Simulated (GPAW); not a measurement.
The system is Hf.

```
Hf
1.0
     3.19670    0.00000    0.00000
    -1.59835    2.76842    0.00000
     0.00000    0.00000    5.05780
Hf
2
Cartesian
  1.5984 0.9228 3.7934
  0.0000 1.8456 1.2645
```

- Program: GPAW 26.7.0
- Task: relaxation of cell and atoms
- Functional: PBEsol
- Potentials or basis: PAW data sets generated in the run's folder for this functional
- Cutoff: 600 eV
- Basis: pw
- k mesh: 10 × 10 × 5
- Occupations: fermi-dirac, width 0.05 eV
- Spin: no spin polarisation

At the start: pressure -3.5 GPa; volume 22.38 Å³/atom.

Where does the relaxation end?

Over 3 steps the energy falls by 8.5 meV/atom and the volume is 21.65 Å³/atom (-3.2 %); space group P6_3/mmc (No. 194, to 0.05 Å).

The path:
```tsv
step	energy change (eV)	largest force (eV/Å)	pressure (GPa)	volume (Å³)
1	0.0000	0.0000	-3.53	44.76
2	-0.0090	0.0000	-2.43	44.29
3	-0.0169	0.0000	0.06	43.31
```

Final structure:
```
Hf
1.0
     3.16352    0.00000    0.00000
    -1.58176    2.73969    0.00000
     0.00000    0.00000    4.99662
Hf
2
Direct
  0.66667 0.33333 0.75000
  0.33333 0.66667 0.25000
```

Caveat: later steps reuse the first step's grids.
